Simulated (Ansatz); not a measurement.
# Rhodium, omega (AlB2-type) under LDA: from relaxation to bulk modulus, part 2 of 2

What does LDA give for rhodium in the omega (AlB2-type) structure? We relax it, solve it on a dense k-mesh, then scale the cell to 7 volumes from 88 to 112 % of the relaxed one and try a fit of the equation of state. Spin polarisation is left out. The k-meshes are 9×9×12 for the relaxation; 11×11×16 for the dense run; 10×10×14 for the volumes.

Ansatz 0.2.0; DFT, LDA (PW92), plane waves (420 eV) with PAW, scalar-relativistic. The steps go on from the part before.

## (4) Equation of state: 88 %

File input.yaml:

```yaml
crystal:
  lattice:
    - [4.0741239446, 0.0, 0.0]
    - [-2.0370619723, 3.5282948341, 0.0]
    - [0.0, 0.0, 2.4972641742]
  atoms:
    - { symbol: Rh, position: [1.0, 1.0, 0.0] }
    - { symbol: Rh, position: [0.3333333333, 0.6666666667, 0.5] }
    - { symbol: Rh, position: [0.6666666667, 0.3333333333, 0.5] }
hamiltonian:
  xc: lda
  pseudopotentials:
    kind: paw
    azcp:
      Rh: "pseudopotentials/Rh.paw.azcp"
basis:
  ecutwfc: 420
  fft_grid_basis: typed
kpoints:
  mp_grid: { grid: [10, 10, 14], shift: [0, 0, 0] }
magnetization:
  spin_polarized: false
scf:
  occupations: { method: fermi_dirac, width: 0.1 }
  lower_state_search: "off"
output:
  stress: true
  write_density: true
  write_potential: true
  elf: true
  volumetric_format: npy
```

The log of the run (excerpt; [...] marks lines left out):

```text
Warning: <dir> the record states the generating functional pbe (its physics header spells it `PBE`), which answers neither for hamiltonian.xc's functional nor for the lda family's — results may be inconsistent (PPs are generated against a specific XC)
Warning: RAYON_NUM_THREADS=2 ignored (pool sized by the plan → 2); use --threads N
[...]
Pseudopotentials: kind: paw
Pseudopotential: Rh, paw, valence charge 17, recommended cutoff 420 eV (normal), <dir>
Functional definition: SPW92
[...]
Crystal: 3 atoms, lattice volume = 35.897 Å³
Basis set: ecut = 420 eV, 681 PW (Γ)
Bands: 31, of which v1, the nominal top of the filled ones, is band 26 counted from 1 (25 counted from 0)
Symmetry: 24 space group operations
Space group: P6/mmm (ITA 191), of the structure as read, at distance tolerance 3.3e-5 Å
k-points: 112 of 1400
[...]
SCF iter   1: F=—  HF=-18834.566853 eV  |F-HF|=—  |Δ(HF+E_count)|=         —  Δρ=1.43e-2  dr2=2.92e-2  ethr=1.77e-3  ⟨swp⟩=5.4  Hψ=12985  notcnv=0
[...]
SCF iter   6: F=-18834.559613 eV  HF=-18834.559613 eV  |F-HF|=7.76e-9  |Δ(HF+E_count)|=   9.87e-8  Δρ=6.72e-6  dr2=8.63e-9  ethr=1.96e-10  ⟨swp⟩=8.8  Hψ=22625  notcnv=0
[...]
SCF converged after 6 iterations
Free energy (F): -18834.559613 eV
[...]
E sigma→0 (E₀):  -18834.486870 eV
Entropy (-TS):   -0.145487 eV (-48.496 meV/atom)
Fermi energy:    26.408228 eV
[...]
--- Stress (GPa, compression-positive) ---
       53.557013      -0.000000      -0.000000
       -0.000000      53.557013       0.000000
       -0.000000       0.000000      48.742163
  P = ⅓ Tr σ = 51.9521 GPa (519.521 kbar)
--- Band table (eV; the first three rows and the last of 112) ---
[...]
```

Run time: 5.3 s. Hardware: 2 threads of AMD EPYC 7R43 (Zen 3), shared host; peak memory 0.42 GiB.

Density in a lattice plane of the grid's cell (edges 4.07 and 4.07 Å, at 0.500 of the third edge), which holds Rh.

Ten even steps from ' ' (0.33 e/Å³) to '@' (14.25 e/Å³):
```
                                                
                                                
                ..::::::....                    
            ..::========::..                    
          ..--++####**++--..                    
        ..--++%%@@@@##++::..                    
      ..::==##@@@@%%**--..                      
      ..--++##%%%%**==::..                      
      ..--==++++++--::..          ........      
      ..::::----::..          ..::----::::..    
        ........          ..::--++++++==--..    
                        ..::==**%%%%##++--..    
                        ..--**%%@@@@##==::..    
                      ..::++##@@@@%%++--..      
                      ..--++**####++--..        
                      ..::========::..          
                      ....::::::..              
                                                
                                                
                                                
```
Columns run along the first of these edges and rows up along the second, over one cell in 24 and 20 even steps from the bottom left corner. Atoms in the plane (fractional): Rh at (0.33, 0.67), Rh at (0.67, 0.33).

ELF in the same plane.

Values, 12 rows by 12 columns:
```
0.25 0.26 0.26 0.23 0.25 0.35 0.35 0.25 0.22 0.27 0.26 0.25
0.26 0.26 0.22 0.32 0.55 0.63 0.55 0.30 0.20 0.27 0.26 0.26
0.28 0.23 0.32 0.64 0.76 0.76 0.64 0.31 0.22 0.28 0.27 0.27
0.26 0.25 0.55 0.76 0.77 0.76 0.55 0.25 0.26 0.22 0.20 0.22
0.28 0.35 0.63 0.76 0.76 0.63 0.36 0.27 0.25 0.31 0.30 0.25
0.30 0.35 0.55 0.64 0.55 0.36 0.30 0.36 0.55 0.64 0.55 0.35
0.28 0.25 0.30 0.31 0.25 0.27 0.36 0.63 0.76 0.76 0.63 0.35
0.26 0.22 0.20 0.22 0.26 0.25 0.55 0.76 0.77 0.76 0.55 0.25
0.28 0.27 0.27 0.28 0.22 0.31 0.64 0.76 0.76 0.64 0.32 0.23
0.26 0.26 0.26 0.27 0.20 0.30 0.55 0.63 0.55 0.32 0.22 0.26
0.25 0.25 0.26 0.27 0.22 0.25 0.35 0.35 0.25 0.23 0.26 0.26
0.27 0.25 0.26 0.28 0.26 0.28 0.30 0.28 0.26 0.28 0.26 0.25
```
Columns run along the first of these edges and rows up along the second, over one cell in 12 and 12 even steps from the bottom left corner. Atoms in the plane (fractional): Rh at (0.33, 0.67), Rh at (0.67, 0.33).

Both are smooth fields of the valence electrons: close to the nuclei they are not physical.

## (5) Equation of state: 92 %

Edit input.yaml of step 4 so:

```diff
@@ -2,5 +2,5 @@
   lattice:
-    - [4.0741239446, 0.0, 0.0]
-    - [-2.0370619723, 3.5282948341, 0.0]
-    - [0.0, 0.0, 2.4972641742]
+    - [4.1349407308, 0.0, 0.0]
+    - [-2.0674703654, 3.580963716, 0.0]
+    - [0.0, 0.0, 2.5345422697]
   atoms:
@@ -27,5 +27 @@
   stress: true
-  write_density: true
-  write_potential: true
-  elf: true
-  volumetric_format: npy
```

The log of the run (excerpt; [...] marks lines left out):

```text
Warning: <dir> the record states the generating functional pbe (its physics header spells it `PBE`), which answers neither for hamiltonian.xc's functional nor for the lda family's — results may be inconsistent (PPs are generated against a specific XC)
Warning: RAYON_NUM_THREADS=2 ignored (pool sized by the plan → 2); use --threads N
[...]
Pseudopotentials: kind: paw
Pseudopotential: Rh, paw, valence charge 17, recommended cutoff 420 eV (normal), <dir>
Functional definition: SPW92
[...]
Crystal: 3 atoms, lattice volume = 37.529 Å³
Basis set: ecut = 420 eV, 705 PW (Γ)
Bands: 31, of which v1, the nominal top of the filled ones, is band 26 counted from 1 (25 counted from 0)
Symmetry: 24 space group operations
Space group: P6/mmm (ITA 191), of the structure as read, at distance tolerance 3.3e-5 Å
k-points: 112 of 1400
[...]
SCF iter   1: F=—  HF=-18834.981773 eV  |F-HF|=—  |Δ(HF+E_count)|=         —  Δρ=1.39e-2  dr2=3.07e-2  ethr=1.77e-3  ⟨swp⟩=5.3  Hψ=12839  notcnv=0
[...]
SCF iter   6: F=-18834.974232 eV  HF=-18834.974232 eV  |F-HF|=6.63e-9  |Δ(HF+E_count)|=   6.04e-8  Δρ=5.69e-6  dr2=7.58e-9  ethr=1.96e-10  ⟨swp⟩=4.0  Hψ=11341  notcnv=0
[...]
SCF converged after 6 iterations
Free energy (F): -18834.974232 eV
[...]
E sigma→0 (E₀):  -18834.896196 eV
Entropy (-TS):   -0.156073 eV (-52.024 meV/atom)
Fermi energy:    24.968748 eV
[...]
--- Stress (GPa, compression-positive) ---
       31.360494       0.000000       0.000000
        0.000000      31.360494       0.000000
        0.000000       0.000000      28.303442
  P = ⅓ Tr σ = 30.3415 GPa (303.415 kbar)
```

Wall time 3.3 s (2 threads of AMD EPYC 7R43 (Zen 3), shared host); peak memory 0.41 GiB.

## (6) Equation of state: 96 %

Edit input.yaml of step 5 so:

```diff
@@ -2,5 +2,5 @@
   lattice:
-    - [4.1349407308, 0.0, 0.0]
-    - [-2.0674703654, 3.580963716, 0.0]
-    - [0.0, 0.0, 2.5345422697]
+    - [4.1940192945, 0.0, 0.0]
+    - [-2.0970096473, 3.632127253, 0.0]
+    - [0.0, 0.0, 2.5707549089]
   atoms:
@@ -27 +27,5 @@
   stress: true
+  write_density: true
+  write_potential: true
+  elf: true
+  volumetric_format: npy
```

The log of the run (excerpt; [...] marks lines left out):

```text
Warning: <dir> the record states the generating functional pbe (its physics header spells it `PBE`), which answers neither for hamiltonian.xc's functional nor for the lda family's — results may be inconsistent (PPs are generated against a specific XC)
Warning: RAYON_NUM_THREADS=2 ignored (pool sized by the plan → 2); use --threads N
[...]
Pseudopotentials: kind: paw
Pseudopotential: Rh, paw, valence charge 17, recommended cutoff 420 eV (normal), <dir>
Functional definition: SPW92
[...]
Crystal: 3 atoms, lattice volume = 39.161 Å³
Basis set: ecut = 420 eV, 747 PW (Γ)
Bands: 31, of which v1, the nominal top of the filled ones, is band 26 counted from 1 (25 counted from 0)
Symmetry: 24 space group operations
Space group: P6/mmm (ITA 191), of the structure as read, at distance tolerance 3.4e-5 Å
k-points: 112 of 1400
[...]
SCF iter   1: F=—  HF=-18835.201508 eV  |F-HF|=—  |Δ(HF+E_count)|=         —  Δρ=1.37e-2  dr2=3.51e-2  ethr=1.77e-3  ⟨swp⟩=5.4  Hψ=12604  notcnv=0
[...]
SCF iter   6: F=-18835.193236 eV  HF=-18835.193236 eV  |F-HF|=6.85e-9  |Δ(HF+E_count)|=   2.14e-8  Δρ=5.23e-6  dr2=7.92e-9  ethr=1.96e-10  ⟨swp⟩=8.8  Hψ=22577  notcnv=0
[...]
SCF converged after 6 iterations
Free energy (F): -18835.193236 eV
[...]
E sigma→0 (E₀):  -18835.109763 eV
Entropy (-TS):   -0.166946 eV (-55.649 meV/atom)
Fermi energy:    23.648440 eV
[...]
--- Stress (GPa, compression-positive) ---
       13.909348      -0.000000       0.000000
       -0.000000      13.909348       0.000000
       -0.000000       0.000000      12.229509
  P = ⅓ Tr σ = 13.3494 GPa (133.494 kbar)
--- Band table (eV; the first three rows and the last of 112) ---
[...]
```

Wall time 4.8 s (2 threads of AMD EPYC 7R43 (Zen 3), shared host); peak memory 0.43 GiB.

## (7) Equation of state: 100 %

Edit input.yaml of step 6 so:

```diff
@@ -2,5 +2,5 @@
   lattice:
-    - [4.1940192945, 0.0, 0.0]
-    - [-2.0970096473, 3.632127253, 0.0]
-    - [0.0, 0.0, 2.5707549089]
+    - [4.2514787538, 0.0, 0.0]
+    - [-2.1257393769, 3.6818886044, 0.0]
+    - [0.0, 0.0, 2.6059751062]
   atoms:
@@ -27,5 +27 @@
   stress: true
-  write_density: true
-  write_potential: true
-  elf: true
-  volumetric_format: npy
```

The log of the run (excerpt; [...] marks lines left out):

```text
Warning: <dir> the record states the generating functional pbe (its physics header spells it `PBE`), which answers neither for hamiltonian.xc's functional nor for the lda family's — results may be inconsistent (PPs are generated against a specific XC)
Warning: RAYON_NUM_THREADS=2 ignored (pool sized by the plan → 2); use --threads N
[...]
Pseudopotentials: kind: paw
Pseudopotential: Rh, paw, valence charge 17, recommended cutoff 420 eV (normal), <dir>
Functional definition: SPW92
[...]
Crystal: 3 atoms, lattice volume = 40.793 Å³
Basis set: ecut = 420 eV, 783 PW (Γ)
Bands: 31, of which v1, the nominal top of the filled ones, is band 26 counted from 1 (25 counted from 0)
Symmetry: 24 space group operations
Space group: P6/mmm (ITA 191), of the structure as read, at distance tolerance 3.4e-5 Å
k-points: 112 of 1400
[...]
SCF iter   1: F=—  HF=-18835.267563 eV  |F-HF|=—  |Δ(HF+E_count)|=         —  Δρ=1.36e-2  dr2=4.10e-2  ethr=1.77e-3  ⟨swp⟩=5.2  Hψ=12380  notcnv=0
[...]
SCF iter   6: F=-18835.258450 eV  HF=-18835.258450 eV  |F-HF|=4.38e-9  |Δ(HF+E_count)|=   9.27e-9  Δρ=5.33e-6  dr2=6.14e-9  ethr=1.96e-10  ⟨swp⟩=4.0  Hψ=12069  notcnv=0
[...]
SCF converged after 6 iterations
Free energy (F): -18835.258450 eV
[...]
E sigma→0 (E₀):  -18835.169399 eV
Entropy (-TS):   -0.178102 eV (-59.367 meV/atom)
Fermi energy:    22.433498 eV
[...]
--- Stress (GPa, compression-positive) ---
        0.199492      -0.000000       0.000000
       -0.000000       0.199492       0.000000
        0.000000       0.000000      -0.402649
  P = ⅓ Tr σ = -0.0012 GPa (-0.012 kbar)
```

Wall time 3.2 s (2 threads of AMD EPYC 7R43 (Zen 3), shared host); peak memory 0.43 GiB.

## (8) Equation of state: 104 %

Edit input.yaml of step 7 so:

```diff
@@ -2,5 +2,5 @@
   lattice:
-    - [4.2514787538, 0.0, 0.0]
-    - [-2.1257393769, 3.6818886044, 0.0]
-    - [0.0, 0.0, 2.6059751062]
+    - [4.3074256795, 0.0, 0.0]
+    - [-2.1537128398, 3.7303400634, 0.0]
+    - [0.0, 0.0, 2.640268185]
   atoms:
```

The log of the run (excerpt; [...] marks lines left out):

```text
Warning: <dir> the record states the generating functional pbe (its physics header spells it `PBE`), which answers neither for hamiltonian.xc's functional nor for the lda family's — results may be inconsistent (PPs are generated against a specific XC)
Warning: RAYON_NUM_THREADS=2 ignored (pool sized by the plan → 2); use --threads N
[...]
Pseudopotentials: kind: paw
Pseudopotential: Rh, paw, valence charge 17, recommended cutoff 420 eV (normal), <dir>
Functional definition: SPW92
[...]
Crystal: 3 atoms, lattice volume = 42.424 Å³
Basis set: ecut = 420 eV, 795 PW (Γ)
Bands: 31, of which v1, the nominal top of the filled ones, is band 26 counted from 1 (25 counted from 0)
Symmetry: 24 space group operations
Space group: P6/mmm (ITA 191), of the structure as read, at distance tolerance 3.5e-5 Å
k-points: 112 of 1400
[...]
SCF iter   1: F=—  HF=-18835.213303 eV  |F-HF|=—  |Δ(HF+E_count)|=         —  Δρ=1.36e-2  dr2=4.82e-2  ethr=1.77e-3  ⟨swp⟩=5.3  Hψ=12187  notcnv=0
[...]
SCF iter   6: F=-18835.202946 eV  HF=-18835.202946 eV  |F-HF|=2.40e-10  |Δ(HF+E_count)|=   2.30e-8  Δρ=6.70e-6  dr2=3.45e-9  ethr=1.96e-10  ⟨swp⟩=4.0  Hψ=12740  notcnv=0
[...]
SCF converged after 6 iterations
Free energy (F): -18835.202946 eV
[...]
E sigma→0 (E₀):  -18835.108181 eV
Entropy (-TS):   -0.189530 eV (-63.177 meV/atom)
Fermi energy:    21.312164 eV
[...]
--- Stress (GPa, compression-positive) ---
      -10.550519       0.000000      -0.000000
        0.000000     -10.550519       0.000000
       -0.000000       0.000000     -10.309124
  P = ⅓ Tr σ = -10.4701 GPa (-104.701 kbar)
```

It took 4.1 s on 2 threads of AMD EPYC 7R43 (Zen 3), shared host; peak memory 0.43 GiB.

## (9) Equation of state: 108 %

Edit input.yaml of step 8 so:

```diff
@@ -2,5 +2,5 @@
   lattice:
-    - [4.3074256795, 0.0, 0.0]
-    - [-2.1537128398, 3.7303400634, 0.0]
-    - [0.0, 0.0, 2.640268185]
+    - [4.3619558441, 0.0, 0.0]
+    - [-2.1809779221, 3.7775645711, 0.0]
+    - [0.0, 0.0, 2.6736928495]
   atoms:
@@ -27 +27,5 @@
   stress: true
+  write_density: true
+  write_potential: true
+  elf: true
+  volumetric_format: npy
```

The log of the run (excerpt; [...] marks lines left out):

```text
Warning: <dir> the record states the generating functional pbe (its physics header spells it `PBE`), which answers neither for hamiltonian.xc's functional nor for the lda family's — results may be inconsistent (PPs are generated against a specific XC)
Warning: RAYON_NUM_THREADS=2 ignored (pool sized by the plan → 2); use --threads N
[...]
Pseudopotentials: kind: paw
Pseudopotential: Rh, paw, valence charge 17, recommended cutoff 420 eV (normal), <dir>
Functional definition: SPW92
[...]
Crystal: 3 atoms, lattice volume = 44.056 Å³
Basis set: ecut = 420 eV, 903 PW (Γ)
Bands: 31, of which v1, the nominal top of the filled ones, is band 26 counted from 1 (25 counted from 0)
Symmetry: 24 space group operations
Space group: P6/mmm (ITA 191), of the structure as read, at distance tolerance 3.5e-5 Å
k-points: 112 of 1400
[...]
SCF iter   1: F=—  HF=-18835.064436 eV  |F-HF|=—  |Δ(HF+E_count)|=         —  Δρ=1.37e-2  dr2=5.71e-2  ethr=1.77e-3  ⟨swp⟩=5.2  Hψ=12032  notcnv=0
[...]
SCF iter   6: F=-18835.052932 eV  HF=-18835.052932 eV  |F-HF|=2.98e-10  |Δ(HF+E_count)|=   6.47e-8  Δρ=9.17e-6  dr2=6.18e-9  ethr=1.96e-10  ⟨swp⟩=8.6  Hψ=22359  notcnv=0
[...]
SCF converged after 6 iterations
Free energy (F): -18835.052932 eV
[...]
E sigma→0 (E₀):  -18834.952331 eV
Entropy (-TS):   -0.201203 eV (-67.068 meV/atom)
Fermi energy:    20.274361 eV
[...]
--- Stress (GPa, compression-positive) ---
      -18.947307       0.000000       0.000000
        0.000000     -18.947307       0.000000
        0.000000       0.000000     -18.048134
  P = ⅓ Tr σ = -18.6476 GPa (-186.476 kbar)
--- Band table (eV; the first three rows and the last of 112) ---
[...]
```

Wall time 7.4 s (2 threads of AMD EPYC 7R43 (Zen 3), shared host); peak memory 0.44 GiB.

## (10) Equation of state: 112 %

Edit input.yaml of step 9 so:

```diff
@@ -2,5 +2,5 @@
   lattice:
-    - [4.3619558441, 0.0, 0.0]
-    - [-2.1809779221, 3.7775645711, 0.0]
-    - [0.0, 0.0, 2.6736928495]
+    - [4.4151556706, 0.0, 0.0]
+    - [-2.2075778353, 3.8236369724, 0.0]
+    - [0.0, 0.0, 2.7063020737]
   atoms:
@@ -27,5 +27 @@
   stress: true
-  write_density: true
-  write_potential: true
-  elf: true
-  volumetric_format: npy
```

The log of the run (excerpt; [...] marks lines left out):

```text
Warning: <dir> the record states the generating functional pbe (its physics header spells it `PBE`), which answers neither for hamiltonian.xc's functional nor for the lda family's — results may be inconsistent (PPs are generated against a specific XC)
Warning: RAYON_NUM_THREADS=2 ignored (pool sized by the plan → 2); use --threads N
[...]
Pseudopotentials: kind: paw
Pseudopotential: Rh, paw, valence charge 17, recommended cutoff 420 eV (normal), <dir>
Functional definition: SPW92
[...]
Crystal: 3 atoms, lattice volume = 45.688 Å³
Basis set: ecut = 420 eV, 903 PW (Γ)
Bands: 31, of which v1, the nominal top of the filled ones, is band 26 counted from 1 (25 counted from 0)
Symmetry: 24 space group operations
Space group: P6/mmm (ITA 191), of the structure as read, at distance tolerance 3.6e-5 Å
k-points: 112 of 1400
[...]
SCF iter   1: F=—  HF=-18834.841654 eV  |F-HF|=—  |Δ(HF+E_count)|=         —  Δρ=1.38e-2  dr2=6.79e-2  ethr=1.77e-3  ⟨swp⟩=5.2  Hψ=11845  notcnv=0
[...]
SCF iter   6: F=-18834.829305 eV  HF=-18834.829305 eV  |F-HF|=6.77e-10  |Δ(HF+E_count)|=   1.11e-7  Δρ=1.16e-5  dr2=1.05e-8  ethr=1.96e-10  ⟨swp⟩=4.0  Hψ=12809  notcnv=0
[...]
SCF converged after 6 iterations
Free energy (F): -18834.829305 eV
[...]
E sigma→0 (E₀):  -18834.722762 eV
Entropy (-TS):   -0.213086 eV (-71.029 meV/atom)
Fermi energy:    19.311429 eV
[...]
--- Stress (GPa, compression-positive) ---
      -25.466783      -0.000000       0.000000
       -0.000000     -25.466783       0.000000
        0.000000       0.000000     -24.055433
  P = ⅓ Tr σ = -24.9963 GPa (-249.963 kbar)
```

Run time: 4 s. Hardware: 2 threads of AMD EPYC 7R43 (Zen 3), shared host; peak memory 0.43 GiB.

## (11) Fitting the volumes

The cell was scaled evenly, with its shape and the fractional positions fixed.

```csv
V (Å³/atom),E − E₀ (meV/atom),P from the stress (GPa),P from the fit (GPa)
11.966,227.5,51.95,51.53
12.510,91.1,30.34,29.79
13.054,19.9,13.35,12.79
13.598,0.0,0.00,-0.55
14.141,20.4,-10.47,-11.02
14.685,72.4,-18.65,-19.23
15.229,148.9,-25.00,-25.64
```

A third-order Birch-Murnaghan fit gives V₀ = 13.572 Å³/atom, B₀ = 297 GPa and B₀′ = 5.0; it misses no point by more than 0.06 meV/atom.

Fit and stress differ a little: one follows E(σ → 0), the other the smeared free energy.

## (12) Outcome

This closing draws on all 2 parts.

| quantity | value |
| --- | --- |
| space group (spins left aside) | P6/mmm (No. 191) |
| conventional cell | a = 4.251 Å, c = 2.606 Å (c/a = 0.613) |
| volume | 13.598 Å³/atom |
| shortest distance | 2.455 Å |
| gap on the mesh | none (levels filled in part) |
| relative to fcc | +257 meV/atom |
| V₀, B₀, B₀′ | 13.572 Å³/atom, 297 GPa, 5.0 |

In words: The relaxation shrank the cell by 1.1 % in volume. It lies 257 meV/atom above the element's reference form at the same level (fcc, from a run of its own), so it is far from stable. Levels at the Fermi energy are filled in part, as in a metal. B₀ comes out at 297 GPa, among the stiffest elements; letting shape and positions relax at each volume could only lower it. Relaxation kept the symmetry; phonons were not checked.
